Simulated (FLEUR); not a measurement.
# Sb (Fm-3m) in FLEUR: further runs

Runs on Sb. Level: PBEsol. Tasks: band structure.

Everything below comes from runs of FLEUR MaX-R8.1 (later development tree). Logs are shortened: lines on timing, memory, paths and dates and some standing lists are left out, and cuts for length are marked.

**1. The structure**

Symmetry: Fm-3m, No. 225, cubic system. The conventional cell has a = 4.742 Å, b = 4.742 Å, c = 4.742 Å, α = 90.00°, β = 90.00°, γ = 90.00°. Sb (site symmetry m-3m) is surrounded by 12 Sb at 3.35 Å.

This isn't the form of Sb at room conditions, which is rhombohedral.

**2. Band structure, PBEsol**

File inp.xml:

```xml
<?xml version="1.0" encoding="UTF-8" standalone="no"?>
<fleurInput fleurInputVersion="0.39">
   <comment>
      Sb                                                                                                  
   </comment>
   <calculationSetup>
      <cutoffs Kmax="4.1" Gmax="12.7" GmaxXC="12.7" numbands="0"/>
      <scfLoop itmax="60" minDistance="0.00001" maxIterBroyd="15" imix="Anderson" alpha="0.05" precondParam="0.0" spinf="2.0" sdNocoIR="T"/>
      <coreElectrons ctail="T" frcor="F" kcrel="0" coretail_lmax="0"/>
      <xcFunctional name="PBEs" relativisticCorrections="F"/>
      <magnetism jspins="1"/>
      <soc l_soc="F" theta="0.0" phi="0.0" spav="F"/>
      <expertModes spex="0" secvar="F"/>
      <geometryOptimization l_f="F" forcealpha="1.0" forcemix="BFGS" epsdisp="0.00001" epsforce="0.00001"/>
      <ldaU l_linMix="F" mixParam="0.05" spinf="1.0"/>
   </calculationSetup>
   <cell>
      <bzIntegration valenceElectrons="21.0" mode="hist" fermiSmearingEnergy="0.00183747">
         <kPointListSelection listName="default-1"/>
         <!-- k-points included here -->
         <xi:include xmlns:xi="http://www.w3.org/2001/XInclude" href="kpts.xml"> </xi:include>
      </bzIntegration>
      <!-- symmetry operations included here -->
      <xi:include xmlns:xi="http://www.w3.org/2001/XInclude" href="sym.xml"> </xi:include>
      <bulkLattice scale="1.0">
         <bravaisMatrix>
            <row-1>    0.0000000000000000     4.4809989408298998     4.4809989408298998</row-1>
            <row-2>    4.4809989408298998     0.0000000000000000     4.4809989408298998</row-2>
            <row-3>    4.4809989408298998     4.4809989408298998     0.0000000000000000</row-3>
         </bravaisMatrix>
      </bulkLattice>
   </cell>
   <atomSpecies>
      <species name="Antimony (Sb)" element="Sb" atomicNumber="51">
         <mtSphere radius="2.66" gridPoints="879" logIncrement="0.015"/>
         <atomicCutoffs lmax="10" lnonsphr="10"/>
         <electronConfig flipSpins="F">
            <coreConfig>(1s1/2) (2s1/2) (2p1/2) (2p3/2) (3s1/2) (3p1/2) (3p3/2) (4s1/2) (3d3/2) (3d5/2)</coreConfig>
            <valenceConfig>(4p1/2) (4p3/2) (5s1/2) (4d3/2) (4d5/2) (5p1/2) (5p3/2)</valenceConfig>
            <stateOccupation state="(5p1/2)" spinUp="0.500000" spinDown="0.500000"/>
            <stateOccupation state="(5p3/2)" spinUp="1.000000" spinDown="1.000000"/>
         </electronConfig>
         <energyParameters s="5" p="5" d="5" f="4"/>
         <lo type="SCLO" l="1" n="4" eDeriv="0"/>
         <lo type="SCLO" l="1" n="4" eDeriv="1"/>
         <lo type="SCLO" l="2" n="4" eDeriv="0"/>
         <lo type="SCLO" l="2" n="4" eDeriv="1"/>
         <lo type="SCLO" l="0" n="5" eDeriv="2"/>
         <lo type="SCLO" l="3" n="4" eDeriv="2"/>
      </species>
   </atomSpecies>
   <atomGroups>
      <atomGroup species="Antimony (Sb)">
         <relPos label="                   1">.0000000000 .0000000000 .0000000000</relPos>
         <force calculate="T" relaxXYZ="TTT"/>
      </atomGroup>
   </atomGroups>
   <output dos="F" band="F" slice="F">
      <checks vchk="F" cdinf="F"/>
      <bandDOS minEnergy="-.5*Htr" maxEnergy="0.5*Htr" sigma="0.015" storeEVData="T"/>
      <vacuumDOS vacdos="F" integ="F" star="F" nstars="0" locx1="0.0" locy1="0.0" locx2="0.0" locy2="0.0" nstm="0" tworkf="0.0"/>
      <unfoldingBand unfoldBand="F" supercellX="1" supercellY="1" supercellZ="1"/>
      <plotting iplot="0" polar="F">
         <plot TwoD="T" vec1="  1.0  0.0  0.0" vec2="  0.0  1.0  0.0" vec3="  0.0  0.0  1.0" zero="  0.0  0.0  0.0" file="plot"/>
      </plotting>
      <chargeDensitySlicing numkpt="0" minEigenval="0.0" maxEigenval="0.0" nnne="0" pallst="F"/>
      <specialOutput eonly="F"/>
      <moessbauerParams electricFieldGradient="T" isomerShift="T" coreHyperfine="T" valenceHyperfine="T"/>
      <magneticCircularDichroism mcd="F" energyLo="-10.0" energyUp="0.0"/>
   </output>
  <!-- We include the file relax.xml here to enable relaxations (see documentation) -->
  <xi:include xmlns:xi="http://www.w3.org/2001/XInclude" href="relax.xml"> <xi:fallback/> </xi:include>
</fleurInput>
```

File crystal.txt:

```
Sb
&input cartesian=F /
0.0000000000  2.3712425216  2.3712425216
2.3712425216  0.0000000000  2.3712425216
2.3712425216  2.3712425216  0.0000000000
1.8897261246
1.0 1.0 1.0

1
51 0.0000000000  0.0000000000  0.0000000000

&kpt div1=10 div2=10 div3=10 gamma=T /
```

File inp.xml (bands):

```
<?xml version="1.0" encoding="UTF-8" standalone="no"?>
<fleurInput fleurInputVersion="0.39">
   <comment>
      Sb                                                                                                  
   </comment>
   <calculationSetup>
      <cutoffs Kmax="4.1" Gmax="12.7" GmaxXC="12.7" numbands="0"/>
      <scfLoop itmax="60" minDistance="0.00001" maxIterBroyd="15" imix="Anderson" alpha="0.05" precondParam="0.0" spinf="2.0" sdNocoIR="T"/>
      <coreElectrons ctail="T" frcor="F" kcrel="0" coretail_lmax="0"/>
      <xcFunctional name="PBEs" relativisticCorrections="F"/>
      <magnetism jspins="1"/>
      <soc l_soc="F" theta="0.0" phi="0.0" spav="F"/>
      <expertModes spex="0" secvar="F"/>
      <geometryOptimization l_f="F" forcealpha="1.0" forcemix="BFGS" epsdisp="0.00001" epsforce="0.00001"/>
      <ldaU l_linMix="F" mixParam="0.05" spinf="1.0"/>
   </calculationSetup>
   <cell>
      <bzIntegration valenceElectrons="21.0" mode="hist" fermiSmearingEnergy="0.00183747">
         <kPointListSelection listName="path-1"/>
         <!-- k-points included here -->
         <xi:include xmlns:xi="http://www.w3.org/2001/XInclude" href="kpts.xml"> </xi:include>
      </bzIntegration>
      <!-- symmetry operations included here -->
      <xi:include xmlns:xi="http://www.w3.org/2001/XInclude" href="sym.xml"> </xi:include>
      <bulkLattice scale="1.0">
         <bravaisMatrix>
            <row-1>    0.0000000000000000     4.4809989408298998     4.4809989408298998</row-1>
            <row-2>    4.4809989408298998     0.0000000000000000     4.4809989408298998</row-2>
            <row-3>    4.4809989408298998     4.4809989408298998     0.0000000000000000</row-3>
         </bravaisMatrix>
      </bulkLattice>
   </cell>
   <atomSpecies>
      <species name="Antimony (Sb)" element="Sb" atomicNumber="51">
         <mtSphere radius="2.66" gridPoints="879" logIncrement="0.015"/>
         <atomicCutoffs lmax="10" lnonsphr="10"/>
         <electronConfig flipSpins="F">
            <coreConfig>(1s1/2) (2s1/2) (2p1/2) (2p3/2) (3s1/2) (3p1/2) (3p3/2) (4s1/2) (3d3/2) (3d5/2)</coreConfig>
            <valenceConfig>(4p1/2) (4p3/2) (5s1/2) (4d3/2) (4d5/2) (5p1/2) (5p3/2)</valenceConfig>
            <stateOccupation state="(5p1/2)" spinUp="0.500000" spinDown="0.500000"/>
            <stateOccupation state="(5p3/2)" spinUp="1.000000" spinDown="1.000000"/>
         </electronConfig>
         <energyParameters s="5" p="5" d="5" f="4"/>
         <lo type="SCLO" l="1" n="4" eDeriv="0"/>
         <lo type="SCLO" l="1" n="4" eDeriv="1"/>
         <lo type="SCLO" l="2" n="4" eDeriv="0"/>
         <lo type="SCLO" l="2" n="4" eDeriv="1"/>
         <lo type="SCLO" l="0" n="5" eDeriv="2"/>
         <lo type="SCLO" l="3" n="4" eDeriv="2"/>
      </species>
   </atomSpecies>
   <atomGroups>
      <atomGroup species="Antimony (Sb)">
         <relPos label="                   1">.0000000000 .0000000000 .0000000000</relPos>
         <force calculate="T" relaxXYZ="TTT"/>
      </atomGroup>
   </atomGroups>
   <output dos="F" band="T" slice="F">
      <checks vchk="F" cdinf="F"/>
      <bandDOS minEnergy="-.5*Htr" maxEnergy="0.5*Htr" sigma="0.015" storeEVData="T"/>
      <vacuumDOS vacdos="F" integ="F" star="F" nstars="0" locx1="0.0" locy1="0.0" locx2="0.0" locy2="0.0" nstm="0" tworkf="0.0"/>
      <unfoldingBand unfoldBand="F" supercellX="1" supercellY="1" supercellZ="1"/>
      <plotting iplot="0" polar="F">
         <plot TwoD="T" vec1="  1.0  0.0  0.0" vec2="  0.0  1.0  0.0" vec3="  0.0  0.0  1.0" zero="  0.0  0.0  0.0" file="plot"/>
      </plotting>
      <chargeDensitySlicing numkpt="0" minEigenval="0.0" maxEigenval="0.0" nnne="0" pallst="F"/>
      <specialOutput eonly="F"/>
      <moessbauerParams electricFieldGradient="T" isomerShift="T" coreHyperfine="T" valenceHyperfine="T"/>
      <magneticCircularDichroism mcd="F" energyLo="-10.0" energyUp="0.0"/>
   </output>
  <!-- We include the file relax.xml here to enable relaxations (see documentation) -->
  <xi:include xmlns:xi="http://www.w3.org/2001/XInclude" href="relax.xml"> <xi:fallback/> </xi:include>
</fleurInput>
```

Potentials or basis: all-electron, FLAPW.

Run with:

```console
inpgen -f crystal.txt -profile fastHighL
# inp.xml edited to the form shown
fleur_MPI
fleur_MPI   # second run, on inp.xml (bands)
```

The program printed:

```text
Welcome to FLEUR        (www.flapw.de)
      MaX-Release 8.1          (www.max-centre.eu)

 ========== k-point set info ==========
 Selected k-point list: default-1
 k-point list type: mesh
 10 x 10 x 10
 Number of k points: 47

 ------------Calculation Setup---------------------------
 Number of MPI-tasks      :            1
 Number of PE/node        :            1
 Number of OMP-threads    :            1
 Most efficient MPI parallelization for:
           1          47
 Additional eigenvalue parallelization possible
 Number of basis functions:          264
 Approximate size of matrices (H+S) per k-point:         0.001 GB
 --------------------------------------------------------
 Iteration:     1   Distance:       4.73788723 me/bohr^3
 Iteration:     2   Distance:       4.43281056 me/bohr^3
 Iteration:     3   Distance:       1.31175418 me/bohr^3
 Iteration:     4   Distance:       0.12387129 me/bohr^3
 Iteration:     5   Distance:       0.11134926 me/bohr^3
 Iteration:     6   Distance:       0.00873859 me/bohr^3
 Iteration:     7   Distance:       0.00211687 me/bohr^3
 Iteration:     8   Distance:       0.00152868 me/bohr^3
 Iteration:     9   Distance:       0.00005797 me/bohr^3
 Iteration:    10   Distance:       0.00004581 me/bohr^3
 Iteration:    11   Distance:       0.00000233 me/bohr^3

 ********************************************************************
 Run finished successfully
 Stop message:
   all done
 ********************************************************************
```

output (bands):

```text
Welcome to FLEUR        (www.flapw.de)
      MaX-Release 8.1          (www.max-centre.eu)

 ========== k-point set info ==========
 Selected k-point list: path-1
 k-point list type: path
 Number of k points: 60

 ------------Calculation Setup---------------------------
 Number of MPI-tasks      :            1
 Number of PE/node        :            1
 Number of OMP-threads    :            1
 Most efficient MPI parallelization for:
           1           2           3           4           5           6          10          12          15          20          30          60
 Additional eigenvalue parallelization possible
 Number of basis functions:          264
 Approximate size of matrices (H+S) per k-point:         0.001 GB
 --------------------------------------------------------
 Fermi energy correction for metals:
 Fermi energy in bands.* files may not be consistent with last density.
 Please correct it manually (e.g. in band.gnu file).

 Note: Band structure data (together with different weights) is also stored in the banddos.hdf file.
       A convenient way of extracting and plotting the data from that file is by making use of the

 ********************************************************************
 Run finished successfully
 Stop message:
   Charge density postprocessing done.
 ********************************************************************
```

out.xml (last iteration):

```text
<iteration numberForCurrentRun="   11" overallNumber="   11">
         <energyParameters units="Htr">
            <atomicEP atomType="1" spin="1" branch="5s" branchLowest="-4.99" branchHighest="0.52" value="-0.0392018165"/>
            <atomicEP atomType="1" spin="1" branch="5p" branchLowest="-3.26" branchHighest="1.14" value="0.2215186887"/>
            <atomicEP atomType="1" spin="1" branch="5d" branchLowest="-0.74" branchHighest="2.23" value="0.4484491951"/>
            <atomicEP atomType="1" spin="1" branch="4f" branchLowest="-9.99" branchHighest="1.71" value="0.6015417526"/>
            <loAtomicEP atomType="1" spin="1" branch="4p" branchLowest="-27.06" branchHighest="-3.26" value="-3.2703996226"/>
            <loAtomicEP atomType="1" spin="1" branch="4p" branchLowest="-27.06" branchHighest="-3.26" value="-3.2703996226"/>
            <loAtomicEP atomType="1" spin="1" branch="4d" branchLowest="-18.47" branchHighest="-0.74" value="-0.7554946374"/>
            <loAtomicEP atomType="1" spin="1" branch="4d" branchLowest="-18.47" branchHighest="-0.74" value="-0.7554946374"/>
            <loAtomicEP atomType="1" spin="1" branch="5s" branchLowest="-4.99" branchHighest="0.52" value="-0.0392018165"/>
            <loAtomicEP atomType="1" spin="1" branch="4f" branchLowest="-9.99" branchHighest="1.71" value="0.6015426539"/>
         </energyParameters>
         <eigenvalues>
            <eigenvaluesAt spin="1" ikpt="1" k_x="0.00000000" k_y="0.00000000" k_z="0.00000000">
                      -3.2604185608       -3.2604185608       -3.2604185608       -0.7594477500       -0.7594477500
                      -0.7594477500       -0.7579822301       -0.7579822301       -0.1631442949        0.5127891049
                       0.5127891049        0.5127891049        0.6888247709        0.7031776782        0.7031776782
                       0.7031776782        0.7580792669
            </eigenvaluesAt>
            <eigenvaluesAt spin="1" ikpt="2" k_x="0.00000000" k_y="0.00000000" k_z="0.10000000">
                      -3.2604238905       -3.2604195325       -3.2604195325       -0.7594127805       -0.7592942796
                      -0.7592942796       -0.7579720936       -0.7579720936       -0.1558062069        0.4498081723
                       0.5036177503        0.5036177503        0.6486595167        0.7193769135        0.7193769135
                       0.7702080779        0.8012434709
            </eigenvaluesAt>
            <eigenvaluesAt spin="1" ikpt="3" k_x="0.00000000" k_y="0.00000000" k_z="0.20000000">
[... 31 lines left out ...]
            <state n="3" l="2" j="1.5" energy="-18.6819156821" weight="2.0000000000"/>
            <state n="3" l="2" j="2.5" energy="-18.3271412722" weight="3.0000000000"/>
         </coreStates>
         <allElectronCharges>
            <spinDependentCharge spin="1" total="51.0000000" interstitial="1.9740350" mtSpheres="49.0259650"/>
            <totalCharge value="50.9999999967"/>
         </allElectronCharges>
         <moessbauerParams unitsHFF="kG" unitsIS="e/bohr^3" unitsEFG="Htr/bohr^2">
            <coreIsomerShift atomType="1" isTotal="212345.44060">
               <shell n="1" l="0" isomerShift="184705.68455"/>
               <shell n="2" l="0" isomerShift="21815.97859"/>
               <shell n="2" l="1" isomerShift="549.68733"/>
               <shell n="3" l="0" isomerShift="4273.88634"/>
               <shell n="3" l="1" isomerShift="116.57296"/>
               <shell n="4" l="0" isomerShift="883.63080"/>
               <shell n="3" l="2" isomerShift="0.00002"/>
            </coreIsomerShift>
            <isomerShift atomType="1" nucleusRadius="0.0001171" averageDensity="212447.36962"/>
            <electricFieldGradient atomType="1" VXX="0.00000" VYY="0.00000" VZZ="0.00000" asymParam="0.00000">
            </electricFieldGradient>
         </moessbauerParams>
         <totalEnergy                                    value="    -6480.7640863836" units="Htr">
            <sumOfEigenvalues                            value="    -3921.0394061993">
               <coreElectrons value="-3894.4880648063"/>
               <valenceElectrons value="-26.5513413930"/>
            </sumOfEigenvalues>
            <densityCoulombPotentialIntegral value="-10537.2589640155"/>
            <densityEffectivePotentialIntegral value="-10758.0061291787"/>
            <chargeDenXCDenIntegral value="-167.8851933959"/>
            <FockExchangeEnergyValence value="0.0000000000"/>
            <FockExchangeEnergyCore value="0.0000000000"/>
            <atomTypeDependentContributions atomType="1">
               <electronNucleiInteractionDifferentMTs value="7855.1302149484"/>
               <MadelungTerm value="-26.0859190109"/>
            </atomTypeDependentContributions>
            <tkbTimesEntropy value="0.0002440446"/>
            <freeEnergy value="-6480.7643304281"/>
            <extrapolationTo0K value="-6480.7642084058"/>
         </totalEnergy>
         <densityConvergence units="me/bohr^3">
            <chargeDensity spin="1" distance="0.0000023322"/>
         </densityConvergence>
      </iteration>
```

Run time: 16 s. Hardware: 1 thread of Arm Neoverse V2, shared host; peak memory 0.07 GiB.

What came out:

| Quantity | Value |
| --- | --- |
| Free energy | -176350.5814 eV |
| Band gap along the path | none (metal or under the smearing width) |
| Valence electrons inside the program's atomic spheres | Sb 19.03 (radii Sb 2.66 bohr) |

Levels at the corners of the path, in eV from the Fermi level:
| point | band 7 | band 8 | band 9 | band 10 | band 11 | band 12 | band 13 | band 14 |
| --- | --- | --- | --- | --- | --- | --- | --- | --- |
| Γ | -29.17 | -29.17 | -12.98 | 5.41 | 5.41 | 5.41 | 10.20 | 10.59 |
| X | -29.12 | -29.12 | -7.53 | -4.94 | 0.41 | 0.41 | 4.20 | 4.71 |
| W | -29.15 | -29.12 | -7.29 | -3.16 | -3.16 | -1.50 | 9.47 | 11.15 |
| K | -29.14 | -29.13 | -7.55 | -4.03 | -3.00 | 1.25 | 5.14 | 10.16 |
| Γ | -29.17 | -29.17 | -12.98 | 5.41 | 5.41 | 5.41 | 10.20 | 10.59 |
| L | -29.13 | -29.13 | -9.17 | -5.85 | 3.70 | 3.70 | 8.47 | 9.55 |
| U | -29.14 | -29.13 | -7.55 | -4.03 | -3.00 | 1.25 | 5.14 | 10.16 |
| W | -29.15 | -29.12 | -7.29 | -3.16 | -3.16 | -1.50 | 9.47 | 11.15 |
| L | -29.13 | -29.13 | -9.17 | -5.85 | 3.70 | 3.70 | 8.47 | 9.55 |
| K | -29.14 | -29.13 | -7.55 | -4.03 | -3.00 | 1.25 | 5.14 | 10.16 |
| U | -29.14 | -29.13 | -7.55 | -4.03 | -3.00 | 1.25 | 5.14 | 10.16 |
| X | -29.12 | -29.12 | -7.53 | -4.94 | 0.41 | 0.41 | 4.20 | 4.71 |

Core levels (eV from the Fermi level):
```csv
atom,levels
1 Sb,"1s1/2 -30265.9, 2s1/2 -4601.0, 2p1/2 -4304.7, 2p3/2 -4053.1, 3s1/2 -898.5, 3p1/2 -777.4, 3p3/2 -730.9, 4s1/2 -144.3, 3d3/2 -516.9, 3d5/2 -507.3"
```

Caveat: spin-orbit coupling is left out, which moves the levels of the heavy elements.

(Continued in part 2 of 2.)
